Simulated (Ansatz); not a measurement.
# What SiGeO4 (built on the sites of a database entry of SiO2) distorts into

Wanted: the energy along a soft mode of SiGeO4 (built on the sites of a database entry of SiO2) and the structure at the end.

Method: DFT PBEsol, scalar-relativistic, plane waves, PseudoDojo norm-conserving pseudopotentials, in Ansatz 0.2.0.

The structure was built from a prototype and need not be the compound's stable phase.

## 1. Set-up

Symmetry: F-43m, No. 216, cubic system. Conventional cell: a = 7.676 Å, b = 7.676 Å, c = 7.676 Å, α = 90.00°, β = 90.00°, γ = 90.00°. Nearest to Si lie 4 O at 1.61 Å. Nearest to Ge lie 4 O at 1.72 Å. O has 1 Si at 1.61 Å and 1 Ge at 1.72 Å nearest. Farther neighbours and most contacts between anions are not listed.

Structure file:

```cif
data_structure
_symmetry_space_group_name_H-M 'P 1'
_symmetry_Int_Tables_number 1
_cell_length_a 5.4276
_cell_length_b 5.4276
_cell_length_c 5.4276
_cell_angle_alpha 60.000
_cell_angle_beta 60.000
_cell_angle_gamma 60.000
_cell_volume 113.06
loop_
_atom_site_label
_atom_site_type_symbol
_atom_site_fract_x
_atom_site_fract_y
_atom_site_fract_z
_atom_site_occupancy
Si1 Si 0.00000 0.00000 0.00000 1
Ge2 Ge 0.25000 0.25000 0.25000 1
O3 O 0.12090 0.12090 0.12090 1
O4 O 0.63730 0.12090 0.12090 1
O5 O 0.12090 0.12090 0.63730 1
O6 O 0.12090 0.63730 0.12090 1
```

## 2. Response at finite wavevector

The cell comes from relaxations at this level that are not shown. Stability and thermal properties need the whole zone. Linear response on a 2×2×2 q mesh gives force constants as far as a supercell of that size would, and the tensors from the zone-centre run are typed in so that the long-range dipole term is interpolated apart.

input.yaml reads:

```yaml
crystal:
  lattice:
    - [0.0, 3.8379174859, 3.8379174859]
    - [3.8379174859, 0.0, 3.8379174859]
    - [3.8379174859, 3.8379174859, 0.0]
  atoms:
    - { symbol: Si, position: [0.0, 0.0, 0.0] }
    - { symbol: Ge, position: [0.25, 0.25, 0.25] }
    - { symbol: O, position: [0.1209006003, 0.1209006003, 0.1209006003] }
    - { symbol: O, position: [0.6372981992, 0.1209006003, 0.1209006003] }
    - { symbol: O, position: [0.1209006003, 0.1209006003, 0.6372981992] }
    - { symbol: O, position: [0.1209006003, 0.6372981992, 0.1209006003] }
kpoints:
  mp_grid: { grid: [4, 4, 4] }
hamiltonian:
  xc: pbesol
  pseudopotentials: { kind: nc, accuracy: standard }
scf:
  occupations: { method: fixed }
output:
  eigenvalues: true
phonons:
  method: dfpt
  qmesh: [2, 2, 2]
  temperatures: { t_max: 1000, t_step: 50 }
  qpath:
    path:
      - [[0.0, 0.0, 0.0], [-0.5, -0.5, 0.0], [-0.375, -0.375, 0.25]]
      - [[-0.375, 0.0, 0.375], [0.0, 0.0, 0.0], [0.0, 0.0, 0.5], [-0.5, -0.25, 0.25], [-0.5, -0.5, 0.0]]
    npoints: 10
  non_analytic_term:
    high_frequency_dielectric_tensor: [[2.1815, 0.0, 0.0], [0.0, 2.1815, 0.0], [0.0, 0.0, 2.1815]]
    born_effective_charges:
      - { species: Si, tensor: [[3.641, 0.0, 0.0], [0.0, 3.641, 0.0], [0.0, 0.0, 3.641]] }
      - { species: Ge, tensor: [[3.5445, 0.0, 0.0], [0.0, 3.5445, 0.0], [0.0, 0.0, 3.5445]] }
      - { species: O, tensor: [[-1.7964, -0.8221, -0.8221], [-0.8221, -1.7964, -0.8221], [-0.8221, -0.8221, -1.7964]] }
      - { species: O, tensor: [[-1.7964, 0.8221, 0.8221], [0.8221, -1.7964, -0.8221], [0.8221, -0.8221, -1.7964]] }
      - { species: O, tensor: [[-1.7964, -0.8221, 0.8221], [-0.8221, -1.7964, 0.8221], [0.8221, 0.8221, -1.7964]] }
      - { species: O, tensor: [[-1.7964, 0.8221, -0.8221], [0.8221, -1.7964, 0.8221], [-0.8221, 0.8221, -1.7964]] }
    source: "zone-centre run at this cell"
```

Command:

```console
$ ansatz run input.yaml --threads 8 --pin off --max-ram 14336MiB --backend cpu --events-out ev --progress --plain --runs-dir out
```

Numbers of over 12 decimals in the logs are rounded to 6 here.

The program printed:

```text
Warning: phonons: the dynamical matrix that this run interpolates holds no multipole term above the dipole-dipole one, and a site of this crystal is no centre of inversion, so its interpolated transverse optical and acoustic branches and sound speeds can stay off near Gamma, and the density of states and the thermodynamics with them. What a run solves at a wave vector of phonons.qpoints, Gamma apart, where the deck admits one, is free of this, and under fd what a larger phonons.supercell samples
Engine: ansatz 0.2.0, x86_64-unknown-linux-gnu
Pseudopotentials: kind: nc
Pseudopotential: Si, nc, valence charge 4, recommended cutoff 489.804952 eV (normal), Si.nc.azcp (PseudoDojo's, or run here from an input of PseudoDojo's; its table is named by hamiltonian.pseudopotentials.accuracy)
Pseudopotential: Ge, nc, valence charge 14, recommended cutoff 1061.244064 eV (normal), Ge.nc.azcp (PseudoDojo's, or run here from an input of PseudoDojo's; its table is named by hamiltonian.pseudopotentials.accuracy)
Pseudopotential: O, nc, valence charge 6, recommended cutoff 1142.878222 eV (normal), O.nc.azcp (PseudoDojo's, or run here from an input of PseudoDojo's; its table is named by hamiltonian.pseudopotentials.accuracy)
Functional definition: PBEsol
  exchange = pbesol_x
  correlation = pbesol_c
Crystal: 6 atoms, lattice volume = 113.062 Å³
Basis set: ecut = 1142.878222 eV, 9841 PW (Γ), exchange–correlation on 120×120×120 points (8 copies of the dense FFT grid, shifted against one another)
Bands: 27, of which v1, the nominal top of the filled ones, is band 21 counted from 1 (20 counted from 0)
Symmetry: 24 space group operations
k-points: 8 of 64 (time reversal used)
Non-local potential: Si, projectors of the file, l = 0: 2, l = 1: 2, l = 2: 2
Non-local potential: Ge, projectors of the file, l = 0: 2, l = 1: 2, l = 2: 2
Non-local potential: O, projectors of the file, l = 0: 2, l = 1: 2, l = 2: 1
Initial density: superposition of atomic densities (chi_scale 0.1, normalization cell, long waves kept (reshape's long-wave potential 0.07 eV rms))
Initial wavefunctions: pseudopotential atomic-orbital guess
Functional: x = pbesol(κ = 0.804, μ = 0.123457), c = pbesol(β = 0.046)
SCF iter   1: F=—  HF=-4343.577025 eV  |F-HF|=—  |Δ(HF+E_count)|=         —  Δρ=9.28e-2  dr2=8.14e0  ethr=3.10e-3  ⟨swp⟩=5.0  Hψ=977  notcnv=0  defer=28
preconditioner: auto → none  [insulator: Δε(μ)=5.044 eV  Ē_g=20.695 eV  n_scr=14 (ndim 8)  ℏωp=22.6 eV  f_vac=0.302  ε∞_Penn≈2.2]
SCF iter   2: F=—  HF=-4341.176492 eV  |F-HF|=—  |Δ(HF+E_count)|=    2.40e0  Δρ=4.42e-2  dr2=9.07e-1  ethr=3.10e-3  ⟨swp⟩=3.8  Hψ=596  notcnv=0  defer=25
SCF iter   3: F=—  HF=-4340.946491 eV  |F-HF|=—  |Δ(HF+E_count)|=   2.30e-1  Δρ=1.44e-2  dr2=1.13e-1  ethr=2.16e-3  ⟨swp⟩=2.0  Hψ=338  notcnv=0  defer=31
SCF iter   4: F=—  HF=-4340.935153 eV  |F-HF|=—  |Δ(HF+E_count)|=   1.13e-2  Δρ=4.24e-3  dr2=1.05e-2  ethr=2.70e-4  ⟨swp⟩=2.2  Hψ=368  notcnv=0  defer=32
SCF iter   5: F=—  HF=-4340.933881 eV  |F-HF|=—  |Δ(HF+E_count)|=   1.27e-3  Δρ=8.04e-4  dr2=3.62e-4  ethr=2.50e-5  ⟨swp⟩=3.4  Hψ=407  notcnv=0  defer=32
SCF iter   6: F=—  HF=-4340.933950 eV  |F-HF|=—  |Δ(HF+E_count)|=   6.89e-5  Δρ=1.46e-4  dr2=6.58e-6  ethr=8.63e-7  ⟨swp⟩=2.4  Hψ=346  notcnv=0  defer=32
SCF iter   7: F=—  HF=-4340.933968 eV  |F-HF|=—  |Δ(HF+E_count)|=   1.82e-5  Δρ=3.12e-5  dr2=4.88e-7  ethr=1.57e-8  ⟨swp⟩=2.0  Hψ=335  notcnv=0  defer=32
SCF iter   8: F=—  HF=-4340.933746 eV  |F-HF|=—  |Δ(HF+E_count)|=   2.23e-4  Δρ=5.80e-6  dr2=1.74e-8  ethr=1.16e-9  ⟨swp⟩=2.2  Hψ=335  notcnv=0  defer=29
SCF iter   9: F=—  HF=-4340.933746 eV  |F-HF|=—  |Δ(HF+E_count)|=   2.05e-9  Δρ=6.57e-7  dr2=1.73e-10  ethr=4.15e-11  ⟨swp⟩=2.0  Hψ=371  notcnv=0  defer=29
SCF iter  10: F=-4340.933746 eV  HF=-4340.933746 eV  |F-HF|=2.73e-12  |Δ(HF+E_count)|=  3.00e-11  Δρ=1.02e-7  dr2=3.55e-12  ethr=1.00e-12  ⟨swp⟩=16.2  Hψ=1625  notcnv=0
SCF 1 converged in 10 iterations: F = -4340.933746 eV  dr2 = 3.55e-12
NSCF: frozen V_eff on 8 k-points
NSCF: frozen V_eff on 24 k-points
DFPT response loops at q = (0, 0, 0) (fractional): preconditioner auto → none (the input reference at scf.mixing.eps_inf says where Resta's filter doesn't serve); β = 0.50; Broyden in place of MSR1
NSCF: frozen V_eff on 72 k-points
DFPT response loops at q = (0, 0, -0.5) (fractional): mixed as the last ones told, above
NSCF: frozen V_eff on 72 k-points
DFPT response loops at q = (0, -0.5, -0.5) (fractional): mixed as the last ones told, above
SCF converged after 10 iterations
Free energy (F): -4340.933746 eV
Harris-Foulkes:  -4340.933746 eV  (|F-HF|=2.73e-12)
Internal energy: -4340.933746 eV  (E = F + TS)
E sigma→0 (E₀):  -4340.933746 eV
Fermi energy:    0.223977 eV
--- Per-component energies (eV) ---
  E_band       = -441.278532
  E_kinetic    = 3123.477334
  E_local      = -5456.542008  (includes V_loc(G=0)·N_el)
  E_nonlocal   = -1588.351388
  E_hartree    = 2217.259608
  E_xc         = -1086.764843
  E_vxc        = -954.381737  (∫ρ·V_xc dr)
  E_ewald      = -1550.012449
  E_smearing   = -0.000000  (= −TS)
  E_closure    = 0.000000  (closes the sum)
  Σ components = -4340.933746   (vs F -4340.933746, Δ=0.00e0)
--- Band table (eV; the first three rows and the last of 8) ---
  k-point 0: bands = [... 17 lower, -1.3482, 0.2194, 0.2194, 0.2194, 4.5342, 7.3401, 8.5999, 8.5999, ... 2 higher]
  k-point 1: bands = [... 17 lower, -1.3861, -0.1228, -0.1228, 0.2217, 5.2831, 7.7235, 8.9353, 9.1934, ... 2 higher]
  k-point 2: bands = [... 17 lower, -1.4950, -0.4571, -0.4571, 0.2240, 6.0322, 8.1405, 8.8899, 9.9328, ... 2 higher]
  k-point 7: bands = [... 17 lower, -1.1512, -0.6350, -0.4248, -0.3118, 7.0461, 8.6699, 8.8750, 9.1015, ... 2 higher]
--- Phonons (Γ-DFPT): 3 representative perturbations + reference (Σ response iterations 11) ---
  ASR residual: 1.304e-4 → 0.000e0 eV/Å²; symmetrization residual: 1.119e-5 eV/Å²
  ASR residual per site (eV/Å²): 2.92e-5 1.38e-5 1.30e-4 1.30e-4 1.30e-4 1.30e-4
  Γ frequencies (cm⁻¹): -124.44 -124.44 -124.44 0.00 0.00 0.00 281.30 281.30 293.45 293.45 293.45 587.26 587.26 587.26 1050.61 1050.61 1050.61 1144.94
--- Phonons (arbitrary-q DFPT): 3 irreducible q on the 2×2×2 mesh ---
  q = [0.0000, 0.0000, 0.0000] (star 1, of the zone-centre solve; hermiticity 5.08e-7, symmetrization 4.52e-15): -124.44 -124.44 -124.44 -0.00 0.00 0.00 281.30 281.30 293.45 293.45 293.45 587.26 587.26 587.26 1050.61 1050.61 1050.61 1144.94
  q = [0.0000, 0.0000, -0.5000] (star 4, 5 solved perturbations in 132 linear systems a pass and spin channel, the states on 36 of 64 k-point pairs; hermiticity 1.06e-6, symmetrization 5.46e-7, the responses' own estimated error 4.3e-5 eV/Å²): -124.39 -56.50 -56.50 177.30 177.30 235.51 235.51 274.64 291.91 291.91 302.08 566.34 588.92 588.92 1051.18 1051.18 1138.58 1200.05
  q = [0.0000, -0.5000, -0.5000] (star 3, 6 solved perturbations in 122 linear systems a pass and spin channel, the states on 36 of 64 k-point pairs; hermiticity 1.77e-6, symmetrization 8.87e-7, the responses' own estimated error 2.9e-5 eV/Å²): -83.75 -83.75 150.70 204.61 204.61 221.21 250.89 250.89 265.59 268.44 355.76 535.48 594.03 594.03 1052.02 1052.02 1141.49 1211.00
  sum rule: each row above includes the acoustic sum rule's correction from the zone centre's row sums; it moved no ω² by more than (1.51 cm⁻¹)²
  mesh force constants: q→R imaginary residual 1.14e-17; ASR residual 1.304e-4 → 0.000e0 eV/Å²; symmetrization residual 2.132e-14 eV/Å²
  interpolated dispersion: 63 rows × 18 modes
  density of states and harmonic sums: on the 14×14×14 q-mesh, interpolated from the force constants of a 2×2×2 supercell (with the dipole–dipole term of supplied tensors)
  largest difference from the sums on the solved wave vectors: F 2.70e-1 eV, S 3.74e-4 and C_V 1.08e-4 eV/K
  zero-point energy: 0.509206 eV/cell   skipped modes (ω ≤ 0): 207, of them read as no rigid motion or as one in doubt: 204 (1.798e0 modes/cell left out, lowest -124.44 cm⁻¹)   left out of the sums: 1.00e-1 of the cell's modes: C_V's classical limit lies that fraction below 3 k_B per atom; for a crystal, a wire or a layer, F and S can be off by more, and a phonons.interpolated_qmesh denser along its periods is the remedy for the sampling
```

It took 38 s on 8 threads of AMD EPYC 9R45, shared host; peak memory 2.2 GiB.

A gap read on the k-mesh alone can miss the band edges.

This step gave:

```yaml
gap_on_the_k_mesh: 4.310 eV
volume_per_atom: 18.84 Å³
sum_rule_residual_before_enforcement: 1.30e-4 eV/Å²
lowest_frequency_on_the_path: -124.4 cm⁻¹
point_group: -43m
highest_frequency_on_the_path_or_at_a_solved_wavevector: 1211 cm⁻¹
highest_optical_mode_at_the_zone_centre_no_lo_to_term: 1145 cm⁻¹
lowest_optical_zone_centre_mode: -124.4 cm⁻¹
lowest_mode_on_the_q_mesh_acoustic_modes_at_gamma_apart: -124.4 cm⁻¹
```

Frequencies (cm⁻¹) solved at each irreducible wavevector; negative means imaginary. Frequencies by wavevector, by row:

```
q in reciprocal lattice units  star  mode 1  mode 2  mode 3  mode 4  mode 16  mode 17  mode 18
                        0 0 0     1  -124.4  -124.4  -124.4       0     1051     1051     1145
                     0 0 -0.5     4  -124.4   -56.5   -56.5   177.3     1051     1139     1200
                  0 -0.5 -0.5     3   -83.8   -83.8   150.7   204.6     1052     1142     1211
```

Interpolated from a 2×2×2 q mesh, with the LO-TO term (at Γ the limit along the path; where Γ stands inside the path, tables give the limit on arrival). Phonon branches along the path, in cm⁻¹:

```
    point  branch 1  branch 2  branch 3  branch 4  branch 15  branch 16  branch 17  branch 18
        Γ      -124      -124      -124         0       1051       1051       1145       1188
  halfway       -96       -96       -35       117       1051       1051       1142       1200
        X       -84       -84       151       205       1052       1052       1142       1211
  halfway       -85       -45       145       188       1052       1055       1140       1208
        U       -90       102       130       161       1052       1059       1139       1202
jump to K       -90       102       130       161       1052       1059       1139       1202
  halfway      -111       -58        51        73       1051       1054       1140       1195
        Γ      -124      -124      -124         0       1051       1051       1145       1188
  halfway      -124       -80       -80        91       1051       1051       1142       1194
        L      -124       -56       -56       177       1051       1051       1139       1200
  halfway       -91        33       116       163       1052       1058       1138       1198
        W        78        78       108       136       1054       1059       1138       1200
  halfway       -50       -48       139       173       1053       1056       1140       1206
        X       -84       -84       151       205       1052       1052       1142       1211
```

Symmetry leaves 3 wavevectors to solve. The lowest mode among them, the acoustic zeros apart, lies at Γ and is imaginary, 124.4i cm⁻¹, so the energy falls along it.

## 3. The mode frozen in, largest atomic shift 0 Å

The mode followed lies at Γ with frequency 124.4i cm⁻¹ and is 3-fold degenerate, the softest among the wavevectors solved. At small amplitude the distorted cell has space group no. 8 by a symmetry search on the positions. The undistorted cell that holds it gives the zero of energy on the same k mesh.

input.yaml, the sections that differ from step 2:

```yaml
scf:
  occupations: { method: gaussian, width: 0.02 }
output:
  forces: true
  stress: true
  eigenvalues: true
# crystal, kpoints, hamiltonian: as in step 2
# phonons: removed
```

The program printed:

```text
[...]
Crystal: 6 atoms, lattice volume = 113.062 Å³
Basis set: ecut = 1142.878222 eV, 9841 PW (Γ), exchange–correlation on 120×120×120 points (8 copies of the dense FFT grid, shifted against one another)
Bands: 27, of which v1, the nominal top of the filled ones, is band 21 counted from 1 (20 counted from 0)
Symmetry: 24 space group operations
[...]
k-point 0: bands = [... 17 lower, -1.3481, 0.2194, 0.2194, 0.2194, 4.5342, 7.3401, 8.5999, 8.5999, ... 1 higher]
  k-point 1: bands = [... 17 lower, -1.3861, -0.1227, -0.1227, 0.2217, 5.2831, 7.7235, 8.9353, 9.1934, ... 1 higher]
  k-point 2: bands = [... 17 lower, -1.4949, -0.4571, -0.4571, 0.2240, 6.0323, 8.1405, 8.8899, 9.9328, ... 1 higher]
  k-point 7: bands = [... 17 lower, -1.1511, -0.6350, -0.4248, -0.3117, 7.0461, 8.6699, 8.8750, 9.1015, ... 1 higher]
[key lines of the parts left out:]
SCF converged after 8 iterations
Free energy (F): -4340.933746 eV
Fermi energy:    2.379198 eV
P = ⅓ Tr σ = -0.0009 GPa (-0.009 kbar)
```

Run time: 0.6 s. Hardware: 8 threads; peak memory 0.86 GiB; 3.7 s of CPU time.

This step gave:

- pressure: -9.32e-4 GPa
- energy from the undistorted cell: 0 meV/atom

At this level the gap is 4.31 eV on the k-mesh of the self-consistent run, which can miss the band edges.

## 4. The mode frozen in, largest atomic shift 0.32 Å

The atoms are moved along the unstable eigenvector, the largest shift by 0.32 Å, with the cell fixed.

input.yaml, the sections that differ from step 3:

```yaml
crystal:
  lattice:
    - [0.0, 3.8379174859, 3.8379174859]
    - [3.8379174859, 0.0, 3.8379174859]
    - [3.8379174859, 3.8379174859, 0.0]
  atoms:
    - { symbol: Si, position: [0.0, 0.0, 0.0] }
    - { symbol: Ge, position: [0.25, 0.25, 0.25] }
    - { symbol: O, position: [0.1209006003, 0.1549397513, 0.0868614492] }
    - { symbol: O, position: [0.6372981992, 0.1549397513, 0.0868614492] }
    - { symbol: O, position: [0.1549397513, 0.0528222982, 0.6372981992] }
    - { symbol: O, position: [0.0868614492, 0.6372981992, 0.1889789023] }
# kpoints, hamiltonian, scf, output: as in step 3
```

The program printed:

```text
[...]
Crystal: 6 atoms, lattice volume = 113.062 Å³
Basis set: ecut = 1142.878222 eV, 9841 PW (Γ), exchange–correlation on 120×120×120 points (8 copies of the dense FFT grid, shifted against one another)
Bands: 27, of which v1, the nominal top of the filled ones, is band 21 counted from 1 (20 counted from 0)
Symmetry: 2 space group operations
[...]
k-point 0: bands = [... 17 lower, -1.2686, -0.1956, 0.1303, 0.1996, 4.2717, 7.5548, 8.5332, 8.5705, ... 1 higher]
  k-point 1: bands = [... 17 lower, -1.2835, -0.2811, -0.1883, 0.2026, 4.9802, 7.7120, 8.6625, 9.0707, ... 1 higher]
  k-point 2: bands = [... 17 lower, -1.3175, -0.5233, -0.4390, 0.2086, 5.7110, 8.1363, 8.8569, 9.1188, ... 1 higher]
  k-point 23: bands = [... 17 lower, -1.1199, -0.6975, -0.3983, -0.2939, 6.6128, 8.4893, 8.6813, 9.1068, ... 1 higher]
[key lines of the parts left out:]
SCF converged after 9 iterations
Free energy (F): -4340.990957 eV
Fermi energy:    2.240145 eV
P = ⅓ Tr σ = -3.6740 GPa (-36.740 kbar)
```

It took 1.6 s on 8 threads; peak memory 0.98 GiB; 11 s of CPU time.

This step gave:

- pressure: -3.674 GPa
- gap on the k-mesh: 4.063 eV
- energy from the undistorted cell: -9.535 meV/atom

The energy, extrapolated to zero smearing, is -9.54 meV/atom against the undistorted cell.

The run ends at a pressure of -3.67 GPa, with forces up to 0.47 eV/Å.

## 5. Energy along the mode, all amplitudes (two of the runs are shown above)

An imaginary frequency means negative curvature, so the energy should fall and then rise again as anharmonic terms take over.

This step gave:

```
depth at the lowest point sampled  : 9.535 meV/atom
largest atomic shift at that point : 0.32 Å
```

Energy from the parent against largest atomic shift:

```
largest atomic shift (Å)  energy from the parent (meV/atom)
                   0.000                                  0
                   0.040                             -0.321
                   0.080                              -1.25
                   0.140                              -3.53
                   0.220                               -7.2
                   0.320                              -9.54
                   0.450                              -0.12
                   0.600                               43.8
```

Displacement at unit largest shift by atom:

```
atom   x (Å)   y (Å)   z (Å)   size
 Si1   0.000   0.000   0.000  0.000
 Ge2   0.000   0.000   0.000  0.000
  O3   0.000  -0.408   0.408  0.577
  O4   0.000  -0.408   0.408  0.577
  O5  -0.816   0.408  -0.408  0.999
  O6   0.816   0.408  -0.408  0.999
```

The lowest of the steps tried is at 0.32 Å, 9.54 meV/atom below the parent; the bottom of the well need not coincide with a step.

[end of part 1 of 3]

[Logs are printed without paths, hosts, clocks, repeated set-up lines and the standing remarks that a program may print on its own settings, such as how far it seeks lower states.]

[Hosts, paths, dates, database ids (printed as entryN), source tags and the programs' standing remarks are cut or masked in the printed files.]
